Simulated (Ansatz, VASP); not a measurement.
# Two plane-wave programs on Cs

INCAR

```
PREC = Accurate
ENCUT = 520
EDIFF = 1E-6
ISMEAR = 0
SIGMA = 0.15
LREAL = False
LASPH = True
NELM = 100
ALGO = Fast
ISIF = 2
LWAVE = False
LCHARG = True
LELF = True
LVHAR = True
NBANDS = 10
```

Contents of KPOINTS:

```
Automatic mesh
0
Gamma
  12 12 12
```

POSCAR

```
Cs
1.0
   -3.0225000000      2.9771625000      3.0225000000
    3.0225000000     -2.9771625000      3.0225000000
    3.0225000000      2.9771625000     -3.0225000000
Cs
1
Direct
    0.0000000000      0.0000000000      0.0000000000
```

Input for Ansatz:

```yaml
crystal:
  lattice:
    - [-3.0225, 2.9771625, 3.0225]
    - [3.0225, -2.9771625, 3.0225]
    - [3.0225, 2.9771625, -3.0225]
  atoms:
    - { symbol: Cs, position: [0.0, 0.0, 0.0] }
basis:
  ecutwfc: 420
kpoints:
  mp_grid: { grid: [12, 12, 12] }
hamiltonian:
  xc: lda
scf:
  occupations: { method: gaussian, width: 0.15 }
output:
  forces: true
  stress: true
  eigenvalues: true
```

Change from the starting cell: strain -0.0150 x Voigt [0, 1, 0, 0, 0, 0], atoms carried along.

Alike in both runs: task single point; functional LDA; k mesh 12 × 12 × 12; occupations gaussian, width 0.15 eV; no spin polarisation.

|  | VASP | Ansatz |
| --- | --- | --- |
| version | VASP 6.6.1 | Ansatz 0.2.0 |
| potentials or method | VASP PAW LDA potentials, release 64 (Cs_sv) | scalar-relativistic, plane waves, PAW |
| plane-wave cutoff (eV) | 520 | 420 |
| valence electrons in the cell | 9 | 9 |

|  | VASP | Ansatz | Ansatz less VASP |
| --- | --- | --- | --- |
| gap on the k mesh at the Fermi level (eV) | none | none | - |
| pressure (GPa) | -0.3 | -0.3 | +0.01 |

A gap of «none» marks a metal or a gap that the smearing closes.

The runs have no spin-orbit coupling, so splittings on Cs are missing.
